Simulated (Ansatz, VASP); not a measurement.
Given: the input of a run of VASP 6.6.1 on Mo.

Contents of INCAR:

```
AGGAC = 1.0 ; AGGAX = 1.0
ALDAC = 0.0 ; ALDAX = 1.0
ALGO = Normal ; EDIFF = 1E-6
EDIFFG = -0.01 ; ENCUT = 600
GGA = B5 ; IBRION = 2
ISIF = 3 ; ISMEAR = -1
IVDW = 13 ; LASPH = T
LCHARG = F ; LREAL = F
LWAVE = F ; NELM = 60
NSW = 60 ; PREC = Accurate
SIGMA = 0.05 ; VDW_A1 = 0.44488865
VDW_A2 = 4.0933009 ; VDW_S6 = 1.0
VDW_S8 = 2.34076671
```

File KPOINTS:

```
k-points
0
Gamma
  12 12 12
```

The input POSCAR:

```
Mo
1.0
   -1.5838089719      1.5838089719      1.5838089719
    1.5838089719     -1.5838089719      1.5838089719
    1.5838089719      1.5838089719     -1.5838089719
Mo
1
Direct
    0.0000000000      0.0000000000      0.0000000000
```

Potentials or basis: VASP PAW PBE potentials, release 64 (Mo_sv).

Run with:

```sh
$ cat potpaw_PBE.64/Mo_sv/POTCAR > POTCAR
$ mpirun -np 1 vasp_std > vasp.out
```

Q: Translate it to Ansatz 0.2.0. Potentials there: Ansatz PAW.

A: As run (the cutoff follows the program's own potentials):

Contents of input.yaml:

```yaml
crystal:
  lattice:
    - [-1.5838089719, 1.5838089719, 1.5838089719]
    - [1.5838089719, -1.5838089719, 1.5838089719]
    - [1.5838089719, 1.5838089719, -1.5838089719]
  atoms:
    - { symbol: Mo, position: [0.0, 0.0, 0.0] }
hamiltonian:
  xc: blyp
  pseudopotentials: { kind: paw }
  dispersion: d4
kpoints:
  mp_grid: { grid: [12, 12, 12] }
scf:
  occupations: { method: fermi_dirac, width: 0.05 }
output:
  forces: true
  stress: true
relax:
  f_tol: 0.01
  max_steps: 40
  cell: { stress_tol: 0.05 }
```

Potentials or basis: Ansatz PAW.

Run with:

```bash
$ ansatz run input.yaml --threads 2 --pin off --max-ram 5632MiB --backend cpu --events-out ev --progress --plain --runs-dir out
```

Both were run:

|  | VASP | Ansatz | Ansatz less VASP |
| --- | --- | --- | --- |
| relaxed volume (Å³/atom) | 15.73 | 15.67 | -0.062 |
| relaxed cell length with the largest relative difference (Å) | 2.734 | 2.730 | -0.0036 |
| energy change over the relaxation (meV/atom) | -1 | -2 | -1.2 |

Caveats: the PAW data sets were made with another functional, which shifts forces and pressure a little (VASP); pairwise dispersion overbinds metals, which lowers pressure and volume (VASP); the plane-wave basis is chosen anew once the cell has moved, so the energies of steps on either side of that aren't comparable (Ansatz); the PAW data sets come from PBE, with cores solved anew for the run's functional, which leaves a small shift of forces and pressure (Ansatz).
